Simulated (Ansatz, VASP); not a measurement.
# BN: VASP beside Ansatz, part 2 of 2

Aim: how closely do two programs agree when they are given the same cell, functional and k mesh? The cell is taken from a series of VASP runs on this material, whose earlier steps may have relaxed, scaled or displaced it; both programs get it as it stands.

VASP 6.6.1 and Ansatz 0.2.0.

So far. Step 2 (VASP: band structure, LDA): The run ends at a pressure of 0.01 GPa.

## Step 5: VASP: dielectric response, LDA

Level of this step: LDA; plane waves and PAW (B, N) (VASP).

The response to a field tests empty states and converges slowly with the mesh.

INCAR

```
SYSTEM = BN
PREC = Accurate
ENCUT = 520
EDIFF = 1E-08
NELM = 100
ISMEAR = 0
SIGMA = 0.01
LREAL = .FALSE.
ALGO = Normal
GGA = CA
NBANDS = 14
LORBIT = 11
LWAVE = .FALSE.
LCHARG = .FALSE.
KPAR = 4
LEPSILON = .TRUE.
```

POSCAR

```
BN
1.0
    2.4905852083      0.0000000000      0.0000000000
   -1.2452926041      2.1569100607      0.0000000000
    0.0000000000      0.0000000000      6.4663671138
B N
2 2
Direct
    0.3333333333      0.6666666667      0.2500000000
    0.6666666667      0.3333333333      0.7500000000
    0.3333333333      0.6666666667      0.7500000000
    0.6666666667      0.3333333333      0.2500000000
```

KPOINTS

```
Automatic mesh
0
Gamma
10 10 4
0 0 0
```

PAW data sets: B and N (LDA family, release 64).

On the command line:

```sh
mpirun -np 4 vasp_std
```

Numbers of over 12 decimals in the logs are rounded to 6 here.

Output:

```text
[... set-up lines as in an earlier step ...]
 entering main loop
       N       E                     dE             d eps       ncg     rms          rms(c)
DAV:   1     0.490655508541E+02    0.49066E+02   -0.81792E+03  1176   0.106E+03
DAV:   2    -0.393665738834E+02   -0.88432E+02   -0.81129E+02  1614   0.230E+02
DAV:   3    -0.426041750454E+02   -0.32376E+01   -0.32201E+01  1560   0.448E+01
DAV:   4    -0.426251195266E+02   -0.20944E-01   -0.20935E-01  1350   0.407E+00
[...]
DAV:  12    -0.385806799132E+02    0.50326E-06   -0.62755E-06  1326   0.192E-02    0.123E-03
DAV:  13    -0.385806798904E+02    0.22789E-07   -0.33542E-07  1470   0.415E-03    0.338E-04
DAV:  14    -0.385806798950E+02   -0.46377E-08   -0.33825E-09  1044   0.500E-04
   1 F= -.38580680E+02 E0= -.38580680E+02  d E =-.279773E-48
 Linear response reoptimize wavefunctions to high precision
DAV:   1    -0.385806798950E+02   -0.21828E-10   -0.19440E-10   978   0.125E-04
 Linear response G [H, r] |phi>, progress :
  Direction:   1
       N       E                     dE             d eps       ncg     rms
[...]
RMM:   8    -0.393943944553E+00   -0.64876E-05    0.22455E-06  4488   0.447E-04    0.124E-04
RMM:   9    -0.393946119231E+00   -0.21747E-05    0.23250E-06  3963   0.325E-04    0.942E-06
 change of polarisation eV/A/(eV/A) component  2 :     0.071     0.753    -0.030
 dielectric tensor                  component  2 :     0.371     4.921    -0.156
 Linear response to external field, progress :
  Direction:   3
       N       E                     dE             d eps       ncg     rms          rms(c)
RMM:   1    -0.211623865191E+00   -0.21162E+00   -0.55507E-01  2278   0.237E+00
RMM:   2    -0.215243316286E+00   -0.36195E-02   -0.28766E-03  1923   0.333E-01    0.665E-01
RMM:   3    -0.190422496858E+00    0.24821E-01   -0.19290E-02  1771   0.832E-01    0.339E-01
RMM:   4    -0.191126919879E+00   -0.70442E-03   -0.17797E-02  1903   0.775E-01    0.957E-02
[...]
RMM:   8    -0.194148917311E+00   -0.71575E-05   -0.10287E-07  2003   0.154E-03    0.298E-04
RMM:   9    -0.194148182157E+00    0.73515E-06   -0.23609E-08  1957   0.516E-04    0.193E-05
RMM:  10    -0.194149132527E+00   -0.95037E-06   -0.19294E-08  1365   0.133E-04    0.869E-06
 change of polarisation eV/A/(eV/A) component  3 :    -0.027    -0.036     0.361
 dielectric tensor                  component  3 :    -0.143    -0.189     2.882
 Born effective charges drift removed
```

OUTCAR, selected parts (step 5):

```text
  Total        0.0077557      0.0077557     -0.0121598      0.0000000      0.0000000      0.0000000
  in kB        0.3577140      0.3577140     -0.5608454      0.0000000      0.0000000      0.0000000
  external PRESSURE =       0.0515275 kB  Pullay stress =       0.0000000 kB

 POSITION                                       TOTAL-FORCE (eV/Angst)
 -----------------------------------------------------------------------------------
     -0.00000      1.43794      1.61659        -0.000000      0.000000     -0.000000
      1.24529      0.71897      4.84978         0.000000     -0.000000      0.000000
     -0.00000      1.43794      4.84978         0.000000      0.000000      0.000000
      1.24529      0.71897      1.61659        -0.000000     -0.000000      0.000000
 -----------------------------------------------------------------------------------
    total drift:                               -0.000000      0.000000      0.000000

 MACROSCOPIC STATIC DIELECTRIC TENSOR (including local field effects in DFT)
 ------------------------------------------------------
           4.921300     0.000000     0.000000
           0.000000     4.921300    -0.000000
          -0.000000    -0.000000     2.881900
 ------------------------------------------------------

[... 1 part as in an earlier step ...]

[... 1 further part left out ...]
```

Energies printed during the response cycles are not total energies of the cell.

## Step 6: Ansatz: dielectric response, LDA

The same cell, functional (in two slightly different forms) and mesh now go to Ansatz, which takes its cutoff from its data sets.

The cell is taken from a series of VASP runs on this material, whose earlier steps may have relaxed, scaled or displaced it; both programs get it as it stands.

input.yaml

```yaml
crystal:
  lattice:
    - [2.4905852083, 0.0, 0.0]
    - [-1.2452926041, 2.1569100607, 0.0]
    - [0.0, 0.0, 6.4663671138]
  atoms:
    - { symbol: B, position: [0.3333333333, 0.6666666667, 0.25] }
    - { symbol: B, position: [0.6666666667, 0.3333333333, 0.75] }
    - { symbol: "N", position: [0.3333333333, 0.6666666667, 0.75] }
    - { symbol: "N", position: [0.6666666667, 0.3333333333, 0.25] }
hamiltonian:
  xc: lda
  pseudopotentials: { kind: paw }
kpoints:
  mp_grid: { grid: [10, 10, 4] }
scf:
  occupations: { method: fixed }
dielectric:
  method: response
```

On the command line:

```sh
ansatz run input.yaml --threads 2 --pin off --max-ram 4608MiB --backend cpu --events-out ev --progress --plain --runs-dir out
```

Output:

```text
[...]
Crystal: 4 atoms, lattice volume = 34.737 Å³
Basis set: ecut = 420 eV, 639 PW (Γ), exchange–correlation on 36×36×96 points (8 copies of the dense FFT grid, shifted against one another)
Bands: 12, of which v1, the nominal top of the filled ones, is band 8 counted from 1 (7 counted from 0)
Symmetry: 24 space group operations
k-points: 117 of 400 (irreducible under 2 space group operations, time reversal used)
[...]
-0.00000    2.70863   -0.00000
[...]
site 2:
[...]
-0.00000   -0.00000   -0.81532
    site 3:
        -2.70863    0.00000   -0.00000
         0.00000   -2.70863    0.00000
        -0.00000    0.00000   -0.81532
  Z* charge neutrality: 2.212e-3 e pre-enforcement
  solved inside a basis spanned on kpoints, on 10×10×4 k-points, its susceptibility summed on 18×18×6: ε∞ is read to err by 1.4e-2, Z* by 9.9e-3 e (field_mesh: kpoints solves on kpoints); Z* is corrected for what the basis lacks
[key lines of the parts left out:]
SCF converged after 8 iterations
Free energy (F): -1052.693144 eV
Fermi energy:    4.901314 eV
```

It took 38 s on 2 threads of Arm Neoverse N1, shared host; peak memory 0.44 GiB; 74 s of CPU time.

## Step 7: Side by side

What differs besides the data sets and the points named for the pairs above, as far as they apply: VASP's response is taken on the typed mesh, Ansatz refines its own for the field response alone. Total energies have different zeros and are not compared.

Both answers:

```tsv
quantity	Ansatz	VASP	difference
ε∞ xx	4.91	4.92	-0.23 %
ε∞ yy	4.91	4.92	-0.23 %
ε∞ zz	2.88	2.88	-0.19 %
Born charge of B1 (mean of the diagonal) (e)	2.08	2.08	0.00
Born charge of N3 (mean of the diagonal) (e)	-2.08	-2.08	0.00
```

## Step 8: Ansatz: single point, LDA

A single point gives forces, pressure and levels at one fixed geometry, so differences don't come from the geometry; what else differs is listed under the comparison.

The cell is taken from a series of VASP runs on this material, whose earlier steps may have relaxed, scaled or displaced it; both programs get it as it stands.

input.yaml: that of step 6 with these lines changed.

```diff
@@ -14,6 +14,9 @@
 kpoints:
-  mp_grid: { grid: [10, 10, 4] }
+  mp_grid: { grid: [13, 13, 5] }
 scf:
-  occupations: { method: fixed }
-dielectric:
-  method: response
+  occupations: { method: gaussian, width: 0.05 }
+  n_extra_bands: 5
+output:
+  forces: true
+  stress: true
+  eigenvalues: true
```

Output:

```text
[...]
Crystal: 4 atoms, lattice volume = 34.737 Å³
Basis set: ecut = 420 eV, 639 PW (Γ)
Bands: 13, of which v1, the nominal top of the filled ones, is band 8 counted from 1 (7 counted from 0)
Symmetry: 24 space group operations
[...]
k-points: 63 of 845
[...]
k-point 0: bands = [... 4 lower, 3.5234, 3.5234, 3.5710, 3.5710, 9.9774, 15.2567, 16.4212, 16.4212, ... 1 higher]
  k-point 1: bands = [... 4 lower, 3.5277, 3.5277, 3.5660, 3.5660, 10.4882, 14.6954, 16.4352, 16.4352, ... 1 higher]
  k-point 2: bands = [... 4 lower, 3.5399, 3.5399, 3.5548, 3.5548, 11.7737, 13.3488, 16.4731, 16.4731, ... 1 higher]
  k-point 62: bands = [... 4 lower, -2.0455, -2.0416, 4.6252, 4.7981, 9.4287, 9.5475, 16.1848, 17.0465, ... 1 higher]
[key lines of the parts left out:]
SCF converged after 6 iterations
Free energy (F): -1052.693287 eV
Fermi energy:    6.938785 eV
P = ⅓ Tr σ = -0.4636 GPa (-4.636 kbar)
```

Run time: 1.4 s. Hardware: 2 threads; peak memory 0.29 GiB; 2.7 s of CPU time.

The run ends at a pressure of -0.46 GPa.

## Step 9: VASP: single point, LDA

The same cell, functional (in two slightly different forms), mesh and smearing now go to VASP, with its own data sets and cutoff.

INCAR

```
SYSTEM = BN
PREC = Accurate
ENCUT = 520
EDIFF = 1E-06
NELM = 100
ISMEAR = 0
SIGMA = 0.05
LREAL = .FALSE.
ALGO = Normal
GGA = CA
NBANDS = 40
LORBIT = 11
LWAVE = .FALSE.
LCHARG = .FALSE.
KPAR = 4
LOPTICS = .TRUE.
NEDOS = 1500
CSHIFT = 0.1
```

POSCAR is that of step 5.

KPOINTS

```
Automatic mesh
0
Gamma
13 13 5
0 0 0
```

On the command line:

```sh
mpirun -np 4 vasp_std
```

Output:

```text
[... set-up lines as in an earlier step ...]
 entering main loop
       N       E                     dE             d eps       ncg     rms          rms(c)
DAV:   1     0.508916866432E+02    0.50892E+02   -0.63233E+03  5056   0.371E+02
DAV:   2    -0.405566918570E+02   -0.91448E+02   -0.86242E+02  6056   0.128E+02
DAV:   3    -0.426209791673E+02   -0.20643E+01   -0.20462E+01  6200   0.160E+01
DAV:   4    -0.426253214855E+02   -0.43423E-02   -0.43422E-02  5736   0.789E-01
[...]
DAV:  11    -0.385806667492E+02    0.20963E-05   -0.88135E-06  5904   0.144E-02    0.161E-02
DAV:  12    -0.385806683718E+02   -0.16225E-05   -0.74687E-07  5920   0.351E-03    0.157E-03
DAV:  13    -0.385806684077E+02   -0.35985E-07   -0.21673E-08  3640   0.663E-04
   1 F= -.38580668E+02 E0= -.38580668E+02  d E =-.886128E-11
 optical routines
 imaginary and real dielectric function
 recalculating local potential from charge density
 direction            1
 direction            2
 direction            3
```

From OUTCAR (step 9):

```text
  Total        0.0077870      0.0077870     -0.0110693      0.0000000      0.0000000      0.0000000
  in kB        0.3591577      0.3591577     -0.5105506      0.0000000      0.0000000      0.0000000
  external PRESSURE =       0.0692550 kB  Pullay stress =       0.0000000 kB

 POSITION                                       TOTAL-FORCE (eV/Angst)
 -----------------------------------------------------------------------------------
     -0.00000      1.43794      1.61659        -0.000000      0.000000      0.000000
      1.24529      0.71897      4.84978         0.000000     -0.000000      0.000000
     -0.00000      1.43794      4.84978        -0.000000      0.000000      0.000000
      1.24529      0.71897      1.61659         0.000000     -0.000000      0.000000
 -----------------------------------------------------------------------------------
    total drift:                               -0.000000      0.000000      0.000000

  FREE ENERGIE OF THE ION-ELECTRON SYSTEM (eV)
  ---------------------------------------------------
  free  energy   TOTEN  =       -38.5806684077 eV

  energy  without entropy=      -38.5806684077  energy(sigma->0) =      -38.58066841

[... 1 part as in an earlier step ...]

[... 2 further parts left out ...]
[key lines of the parts left out:]
E-fermi :   2.6977
```

## Step 10: Comparison

The two programs side by side:

```tsv
quantity	Ansatz	VASP	difference
pressure (GPa)	-0.46	0.01	-0.47
pressure without Ansatz's Pulay correction (GPa)	-1.24	0.01	-1.24
gap on the k mesh (eV)	4.096	4.080	+0.015
```

A gap on the mesh is an upper bound, since the band edges may lie between its points. Ansatz's pressure holds a Pulay correction of 0.77 GPa; VASP's holds none.

## Step 11: Outcome

| Item | Value |
| --- | --- |
| difference in gap over the path points (band structure, LDA) | 0.016 eV |
| difference in ε∞ xx (dielectric response, LDA) | -0.23 % |
| difference in gap on the k mesh (single point, LDA) | 0.015 eV |

**Reading.** The difference in gap over the path points is 0.016 eV (band structure, LDA), within the 0.08 eV picked in this series as the mark of a large difference. Such differences can come from data sets, numerical settings and the points named under the comparisons, not from the functional's error against experiment.

[Lines on the potential files, build, host, timing and source positions are cut from VASP's logs without a mark.]

[Logs are printed without paths, hosts, clocks, repeated set-up lines and the standing remarks that a program may print on its own settings, such as how far it seeks lower states.]

[Hosts, paths, dates, database ids (printed as entryN), source tags and the programs' standing remarks are cut or masked in the printed files.]
